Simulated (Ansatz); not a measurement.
# HfO2: the cost of one run

Method: DFT PBE, scalar-relativistic, plane waves, PAW, in Ansatz 0.2.0.

2 further runs of the same task are left out: 2 set aside as unsound or not needed.

## (1) Starting point

The structure is tetragonal, space group P4_2/nmc (No. 137). Conventional cell: a = 3.604 Å, b = 3.604 Å, c = 5.264 Å, α = 90.00°, β = 90.00°, γ = 90.00°. Around Hf (site symmetry -4m2) lie 4 O at 2.07 Å. O (site symmetry 2mm) is surrounded by 2 Hf at 2.07 Å.

Coordinates:

```cif
data_structure
_symmetry_space_group_name_H-M 'P 1'
_symmetry_Int_Tables_number 1
_cell_length_a 3.6043
_cell_length_b 3.6043
_cell_length_c 5.2640
_cell_angle_alpha 90.000
_cell_angle_beta 90.000
_cell_angle_gamma 90.000
_cell_volume 68.38
loop_
_atom_site_label
_atom_site_type_symbol
_atom_site_fract_x
_atom_site_fract_y
_atom_site_fract_z
_atom_site_occupancy
Hf1 Hf 0.50000 0.50000 0.50000 1
Hf2 Hf 0.00000 0.00000 0.00000 1
O1 O 0.00000 0.50000 0.69325 1
O2 O 0.50000 0.00000 0.80675 1
O3 O 0.50000 0.00000 0.30675 1
O4 O 0.00000 0.50000 0.19325 1
```

It goes back to an entry of the Materials Project, which need not be the stable form.

This cell was relaxed beforehand with the same method: volume 11.40 Å³/atom, gap on the mesh 4.67 eV.

## (2) Electronic structure at the relaxed geometry

Input file input.yaml:

```yaml
crystal:
  lattice:
    - [3.6043047906, 0.0, 0.0]
    - [0.0, 3.6043047906, 0.0]
    - [0.0, 0.0, 5.2639670838]
  atoms:
    - { symbol: Hf, position: [0.5, 0.5, 0.5] }
    - { symbol: Hf, position: [0.0, 0.0, 0.0] }
    - { symbol: O, position: [0.0, 0.5, 0.6932521158] }
    - { symbol: O, position: [0.5, 0.0, 0.8067478842] }
    - { symbol: O, position: [0.5, 0.0, 0.3067478842] }
    - { symbol: O, position: [0.0, 0.5, 0.1932521158] }
basis:
  ecutwfc: 420
kpoints:
  mp_grid: { grid: [6, 6, 4] }
  band_path:
    path:
      - [[0.0, 0.0, 0.0], [0.0, 0.5, 0.0], [0.5, 0.5, 0.0], [0.0, 0.0, 0.0], [0.0, 0.0, 0.5], [0.0, 0.5, 0.5], [0.5, 0.5, 0.5], [0.0, 0.0, 0.5]]
      - [[0.0, 0.5, 0.0], [0.0, 0.5, 0.5]]
      - [[0.5, 0.5, 0.0], [0.5, 0.5, 0.5]]
    npoints: 14
hamiltonian:
  xc: pbe
scf:
  occupations: { method: gaussian, width: 0.02 }
  n_extra_bands: 15
output:
  forces: true
  stress: true
  eigenvalues: true
  populations: true
  dos: { projected: true, de: 0.02, nscf_kmesh: { grid: [9, 9, 6] } }
  bader: true
  write_density: true
  write_potential: true
  elf: true
  volumetric_format: npy
```

The run is started by

```sh
$ ansatz run input.yaml --threads 2 --pin off --max-ram 5120MiB --backend cpu --events-out ev --progress --plain --runs-dir out
```

**Question.** How long does this run take on 2 threads of Intel Xeon Platinum 8259CL at 2.50GHz (Skylake/Cascade Lake), shared host, and how much memory does it need?

About 51 s, with a peak of 0.55 GiB.
